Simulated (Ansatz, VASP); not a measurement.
Two plane-wave programs on Sb

Contents of INCAR:

```
ALGO = Normal
EDIFF = 1E-6
ENCUT = 520
GGA = PS
ISIF = 2
ISMEAR = 0
LASPH = T
LCHARG = F
LREAL = F
LWAVE = F
NBANDS = 8
NELM = 80
PREC = Accurate
SIGMA = 0.15
```

KPOINTS

```
k-points
0
Gamma
  16 16 16
```

File POSCAR:

```
Sb
1.0
    3.2390000000      0.0000000000      0.0000000000
    0.0000000000      3.2390000000      0.0000000000
    0.0000000000      0.0000000000      3.2390000000
Sb
1
Direct
    0.0000000000      0.0000000000      0.0000000000
```

Input for Ansatz:

```yaml
crystal:
  lattice:
    - [3.239, 0.0, 0.0]
    - [0.0, 3.239, 0.0]
    - [0.0, 0.0, 3.239]
  atoms:
    - { symbol: Sb, position: [0.0, 0.0, 0.0] }
basis:
  ecutwfc: 420
kpoints:
  mp_grid: { grid: [16, 16, 16] }
hamiltonian:
  xc: pbesol
scf:
  occupations: { method: gaussian, width: 0.15 }
output:
  forces: true
  stress: true
  eigenvalues: true
  write_density: true
  write_potential: true
  elf: true
  volumetric_format: npy
```

Change from the starting cell: strain +0.025 along x and y, +0.025 along z, atoms carried along.

Alike in both runs: task single point; functional PBEsol; k mesh 16 × 16 × 16; occupations gaussian, width 0.15 eV; no spin polarisation.

```csv
,VASP,Ansatz
version,VASP 6.6.1,Ansatz 0.2.0
potentials or method,"VASP PAW PBE potentials, release 64 (Sb)","scalar-relativistic, plane waves, PAW"
plane-wave cutoff (eV),520,420
valence electrons in the cell,5,15
```

```csv
,VASP,Ansatz,Ansatz less VASP
gap on the k mesh at the Fermi level (eV),none,none,-
pressure (GPa),-7.3,-7.3,+0.01
```

A gap of «none» marks a metal or a gap that the smearing closes. With one functional, cell and mesh, what is left measures potentials, basis and numerics. The two sets of potentials don't hold the same shells in valence.

Caveats: the PAW data sets were made with another functional, which shifts forces and pressure a little (VASP). Spin-orbit coupling is left out, which matters for the levels of Sb.
